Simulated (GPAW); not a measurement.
# Sn (I4_1/amd) in GPAW: phonons with rSCAN+D3(BJ)

Aim: the phonons of Sn with rSCAN+D3(BJ).

All numbers are computed with GPAW 26.7.0; they aren't measurements. Logs are shortened: lines on timing, memory, paths and dates and some standing lists are left out, and cuts for length are marked. The log counts tension as positive stress, the text compression.

**1. Starting point**

The structure is tetragonal, space group I4_1/amd (No. 141). The conventional cell has a = 5.880 Å, b = 5.880 Å, c = 3.199 Å, α = 90.00°, β = 90.00°, γ = 90.00°. Around Sn (site symmetry -4m2) lie 6 Sn at 3.05 to 3.20 Å.

**2. Phonons, rSCAN+D3(BJ)**

File run.py:

```python
import json
import numpy as np
from ase import Atoms
from ase.calculators.mixing import SumCalculator
from ase.constraints import FixSymmetry
from ase.filters import FrechetCellFilter
from ase.io import write
from ase.optimize import BFGS
from ase.spacegroup import crystal
from dftd3.ase import DFTD3
from phonopy import Phonopy
from phonopy.structure.atoms import PhonopyAtoms
from gpaw import GPAW, PW

# Sn 4a
atoms = crystal(['Sn'],
                basis=[[0.0, 0.0, 0.0]],
                spacegroup=141, setting=1,  # I4_1/amd
                cellpar=[5.88028091, 5.88028091, 3.19860398, 90.0, 90.0, 90.0],
                primitive_cell=True)

calc = GPAW(mode=PW(600),
            xc='MGGA_X_RSCAN+MGGA_C_RSCAN',
            kpts={'size': (7, 7, 7), 'gamma': True},
            occupations={'name': 'fermi-dirac', 'width': 0.05},
            nbands=24,
            convergence={'density': 1e-06, 'eigenstates': 1e-09},
            maxiter=150,
            txt='gpaw.txt')
atoms.calc = SumCalculator([calc, DFTD3(method='rscan', damping='d3bj')])
atoms.set_constraint(FixSymmetry(atoms))
BFGS(FrechetCellFilter(atoms), trajectory='relax.traj', logfile='-').run(fmax=0.005, steps=40)
atoms.set_constraint()
energy = atoms.get_potential_energy()
forces = atoms.get_forces()
stress = atoms.get_stress()
calc.write('gs.gpw')
write('result.traj', atoms)
print('Cell:', atoms.cell.cellpar().round(4))
print(atoms.get_scaled_positions().round(5))

def force_constants(scale):
    unit = PhonopyAtoms(symbols=atoms.get_chemical_symbols(), cell=atoms.cell[:] * scale**(1 / 3),
                        scaled_positions=atoms.get_scaled_positions())
    ph = Phonopy(unit, supercell_matrix=np.diag([1, 1, 1]), primitive_matrix=np.eye(3), symprec=1e-4)
    ph.generate_displacements(distance=0.02)
    forces = []
    for i, sc in enumerate(ph.supercells_with_displacements):
        a = Atoms(sc.symbols, cell=sc.cell, scaled_positions=sc.scaled_positions, pbc=True)
        c = GPAW(mode=PW(510),
                 xc='MGGA_X_RSCAN+MGGA_C_RSCAN',
                 kpts={'size': (7, 7, 7), 'gamma': True},
                 occupations={'name': 'fermi-dirac', 'width': 0.05},
                 nbands=24,
                 convergence={'density': 1e-06, 'eigenstates': 1e-09},
                 maxiter=150,
                 txt=f'disp-{scale:.3f}-{i:02d}.txt')
        a.calc = SumCalculator([c, DFTD3(method='rscan', damping='d3bj')])
        f = a.get_forces()
        forces.append(f - f.mean(axis=0))
        print(f'displacement {i}: drift', f.mean(axis=0).round(5), flush=True)
    ph.forces = forces
    ph.produce_force_constants()
    ph.symmetrize_force_constants()
    return ph

qpoints = [[0.0, 0.0, 0.0]]
results = {}
for scale in [1.0]:
    ph = force_constants(scale)
    ph.run_qpoints(qpoints)
    nu = ph.qpoints.frequencies * 33.35641  # THz to cm^-1
    results[f'{scale:.3f}'] = nu.tolist()
    for qp, f in zip(qpoints, nu):
        print(scale, np.round(qp, 4), f.round(2))
json.dump(results, open('phonons.json', 'w'))
```

Potentials or basis: GPAW PAW data sets (gpaw-data 1.2.1), pw.

Command:

```sh
OMP_NUM_THREADS=1 python run.py
```

gpaw.txt:

```text
__  _  _
 | _ |_)|_||  |
 |__||  | ||/\| - 26.7.0

Input parameters:
  mode=PW(ecut=600.0),
  convergence={'density': 1e-06, 'eigenstates': 1e-09},
  kpts=MonkhorstPack(size=(7, 7, 7), gamma=True),
  maxiter=150,
  nbands=24,
  occupations=Occupations(name='fermi-dirac', width=0.05),
  xc=XC(name='MGGA_X_RSCAN+MGGA_C_RSCAN')

Diagonalizing LCAO Hamiltonian
Converting LCAO to pw mode

         Sn

       Sn

Atoms  # Å, Bohr magnetons
|   | symbol |        x |        y |        z |    initial magnetic moments |
|---|--------|----------|----------|----------|-----------------------------|
| 0 |     Sn | 0.000000 | 0.000000 | 0.000000 | ( 0.0000,  0.0000,  0.0000) |
| 1 |     Sn | 0.000000 | 2.940140 | 0.799651 | ( 0.0000,  0.0000,  0.0000) |

Unit cell  # Å
| periodic |         x |         y |         z |  lengths |     angles |
|----------|-----------|-----------|-----------|----------|------------|
|      yes | -2.940140 |  2.940140 |  1.599302 | 4.454954 |  97.404686 |
|      yes |  2.940140 | -2.940140 |  1.599302 | 4.454954 |  97.404686 |
|      yes |  2.940140 |  2.940140 | -1.599302 | 4.454954 | 137.923144 |
[... 181 lines left out ...]
No gap
No difference between direct/indirect transitions

Stress tensor  # eV/Ang^3
|        x |         y |         z |
|----------|-----------|-----------|
| 0.004124 |  0.000000 |  0.000000 |
| 0.000000 |  0.004124 | -0.000000 |
| 0.000000 | -0.000000 | -0.003337 |

Forces  # eV/Ang
|       x |        y |       z |
|---------|----------|---------|
| 0.00000 | -0.00000 | 0.00000 |  # Sn   0
| 0.00000 |  0.00000 | 0.00000 |  # Sn   1

Interpolating wave functions to new cell

         Sn

       Sn

Atoms  # Å, Bohr magnetons
|   | symbol |         x |        y |        z |    initial magnetic moments |
|---|--------|-----------|----------|----------|-----------------------------|
| 0 |     Sn |  0.000000 | 0.000000 | 0.000000 | ( 0.0000,  0.0000,  0.0000) |
| 1 |     Sn | -0.000000 | 2.932928 | 0.798851 | ( 0.0000,  0.0000,  0.0000) |

Unit cell  # Å
| periodic |         x |         y |         z |  lengths |     angles |
|----------|-----------|-----------|-----------|----------|------------|
|      yes | -2.932928 |  2.932928 |  1.597702 | 4.444861 |  97.423584 |
|      yes |  2.932928 | -2.932928 |  1.597702 | 4.444861 |  97.423584 |
|      yes |  2.932928 |  2.932928 | -1.597702 | 4.444861 | 137.867246 |
[... 183 lines left out ...]
No gap
No difference between direct/indirect transitions

Stress tensor  # eV/Ang^3
|        x |        y |         z |
|----------|----------|-----------|
| 0.001987 | 0.000000 |  0.000000 |
| 0.000000 | 0.001987 |  0.000000 |
| 0.000000 | 0.000000 | -0.004837 |

Forces  # eV/Ang
|       x |       y |        z |
[... 666 lines left out ...]
| 1 |     Sn |  0.000000 | 2.898906 |  0.799316 | ( 0.0000,  0.0000,  0.0000) |

Unit cell  # Å
| periodic |         x |         y |         z |  lengths |     angles |
|----------|-----------|-----------|-----------|----------|------------|
|      yes | -2.898906 |  2.898906 |  1.598632 | 4.400334 |  97.584334 |
|      yes |  2.898906 | -2.898906 |  1.598632 | 4.400334 |  97.584334 |
|      yes |  2.898906 |  2.898906 | -1.598632 | 4.400334 | 137.394260 |
[... 186 lines left out ...]
Stress tensor  # eV/Ang^3
|         x |         y |         z |
|-----------|-----------|-----------|
| -0.008093 |  0.000000 | -0.000000 |
|  0.000000 | -0.008093 |  0.000000 |
| -0.000000 |  0.000000 | -0.009042 |

Forces  # eV/Ang
|       x |       y |       z |
|---------|---------|---------|
| 0.00000 | 0.00000 | 0.00000 |  # Sn   0
| 0.00000 | 0.00000 | 0.00000 |  # Sn   1

Interpolating wave functions to new cell

         Sn

       Sn

Atoms  # Å, Bohr magnetons
|   | symbol |        x |         y |         z |    initial magnetic moments |
|---|--------|----------|-----------|-----------|-----------------------------|
| 0 |     Sn | 0.000000 | -0.000000 | -0.000000 | ( 0.0000,  0.0000,  0.0000) |
| 1 |     Sn | 0.000000 |  2.896782 |  0.800034 | ( 0.0000,  0.0000,  0.0000) |

Unit cell  # Å
| periodic |         x |         y |         z |  lengths |     angles |
|----------|-----------|-----------|-----------|----------|------------|
|      yes | -2.896782 |  2.896782 |  1.600068 | 4.398058 |  97.605960 |
|      yes |  2.896782 | -2.896782 |  1.600068 | 4.398058 |  97.605960 |
|      yes |  2.896782 |  2.896782 | -1.600068 | 4.398058 | 137.330966 |
[... 124 lines left out ...]
|iter:   1| |  -89.819508 | -0.81 |       |
|iter:   2| |  -75.248413 | -0.98 | -1.91 |
|iter:   3| |  -75.255036 | -3.62 | -2.83 |
|iter:   4| |  -75.255060c| -5.43 | -3.02 |
|iter:   5| |  -75.255102c| -5.73 | -3.07 |
|iter:   6| |  -75.255147c| -5.74 | -3.29 |
|iter:   7| |  -75.255149c| -7.49 | -3.55 |
|iter:   8| |  -75.255154c| -6.69 | -3.58 |
|iter:   9| |  -75.255153c| -7.49 | -3.75 |
|iter:  10| |  -75.255153c| -9.10c| -3.81 |
|iter:  11| |  -75.255155c| -7.51 | -3.86 |
|iter:  12| |  -75.255155c| -7.40 | -4.03 |
|iter:  13| |  -75.255155c| -8.26 | -4.33 |
|iter:  14| |  -75.255155c| -9.14c| -5.23 |
|iter:  15| |  -75.255155c| -9.50c| -5.53 |
|iter:  16| |  -75.255155c|-10.37c| -6.58c|

Converged in 16 steps
Energy contributions relative to reference atoms: (reference = -336021.386614)

Energy contributions:
  Kinetic:          23.504391
  Coulomb:         -21.356690
  Zero:             -0.167391
  External:          0.000000
  Xc:              -77.231336
  Entropy:          -0.008258
  Spinorbit:         0.000000
  ----------------------------
  Free energy:     -75.259285
  Extrapolated:    -75.255155
[... 31 lines left out ...]
Stress tensor  # eV/Ang^3
|         x |         y |         z |
|-----------|-----------|-----------|
| -0.008609 | -0.000000 | -0.000000 |
| -0.000000 | -0.008609 |  0.000000 |
| -0.000000 |  0.000000 | -0.008779 |

Forces  # eV/Ang
|       x |        y |       z |
|---------|----------|---------|
| 0.00000 | -0.00000 | 0.00000 |  # Sn   0
| 0.00000 | -0.00000 | 0.00000 |  # Sn   1

Interpolating wave functions to new cell

         Sn

       Sn

Atoms  # Å, Bohr magnetons
|   | symbol |         x |         y |         z |    initial magnetic moments |
|---|--------|-----------|-----------|-----------|-----------------------------|
| 0 |     Sn | -0.000000 | -0.000000 | -0.000000 | ( 0.0000,  0.0000,  0.0000) |
| 1 |     Sn |  0.000000 |  2.896138 |  0.800021 | ( 0.0000,  0.0000,  0.0000) |

Unit cell  # Å
| periodic |         x |         y |         z |  lengths |     angles |
|----------|-----------|-----------|-----------|----------|------------|
|      yes | -2.896138 |  2.896138 |  1.600041 | 4.397199 |  97.608691 |
|      yes |  2.896138 | -2.896138 |  1.600041 | 4.397199 |  97.608691 |
|      yes |  2.896138 |  2.896138 | -1.600041 | 4.397199 | 137.322978 |
[... 185 lines left out ...]
Stress tensor  # eV/Ang^3
|         x |         y |         z |
|-----------|-----------|-----------|
| -0.008826 | -0.000000 |  0.000000 |
| -0.000000 | -0.008826 | -0.000000 |
|  0.000000 | -0.000000 | -0.008879 |

Forces  # eV/Ang
|       x |        y |        z |
|---------|----------|----------|
| 0.00000 |  0.00000 |  0.00000 |  # Sn   0
| 0.00000 | -0.00000 | -0.00000 |  # Sn   1

# Writing to gs.gpw (mode='')
```

disp-1.000-00.txt:

```text
__  _  _
 | _ |_)|_||  |
 |__||  | ||/\| - 26.7.0

Input parameters:
  mode=PW(ecut=510.0),
  convergence={'density': 1e-06, 'eigenstates': 1e-09},
  kpts=MonkhorstPack(size=(7, 7, 7), gamma=True),
  maxiter=150,
  nbands=24,
  occupations=Occupations(name='fermi-dirac', width=0.05),
  xc=XC(name='MGGA_X_RSCAN+MGGA_C_RSCAN')
[... 177 lines left out ...]
|          8 |       -14.863 |     2.000 |
|          9 |       -14.748 |     2.000 |
|         10 |        -4.591 |     2.000 |
|         11 |         3.698 |     2.000 |
[... 8 lines left out ...]
|         20 |        18.223 |     0.000 |
|         21 |        18.769 |     0.000 |
|        ... |               |           |
|         23 |        19.065 |     0.000 |

No gap
No difference between direct/indirect transitions

Forces  # eV/Ang
|        x |        y |        z |
|----------|----------|----------|
|  0.04419 | -0.04552 | -0.00080 |  # Sn   0
| -0.04409 |  0.04543 |  0.00080 |  # Sn   1
```

Wall time 33 min (1 thread of Arm Neoverse V1, shared host); peak memory 0.96 GiB.

Results:

| Quantity | Value |
| --- | --- |
| Free energy | -75.7227 eV |
| Relaxed volume | 26.84 Å³/atom |
| Relaxed cell | a = 4.397 Å, b = 4.397 Å, c = 4.397 Å, α = 97.61°, β = 97.61°, γ = 137.32° |
| Space group after relaxing (to 0.05 Å) | I4_1/amd (No. 141) |
| Pressure after relaxing | 0.0 GPa |
| Band gap on the k mesh | none (metal or under the smearing width) |
| Highest phonon frequency at Γ | 125 cm⁻¹ |
| Dispersion energy per atom | -0.232 eV |

Final structure:
```
Sn
1.0
    -2.89614    2.89614    1.60004
     2.89614   -2.89614    1.60004
     2.89614    2.89614   -1.60004
Sn
2
Direct
  0.00000 0.00000 0.00000
  0.75000 0.25000 0.50000
```

Phonon frequencies in cm⁻¹ (negative: imaginary):
| q point | frequencies |
| --- | --- |
| (0.000, 0.000, 0.000) | 0 0 0 22 125 125 |

Caveat: the cutoff is short for stress and forces, so pressures can be off by a GPa or more; the PAW data sets were made with another functional, which shifts forces and pressure a little; pairwise dispersion overbinds metals, which lowers pressure and volume.
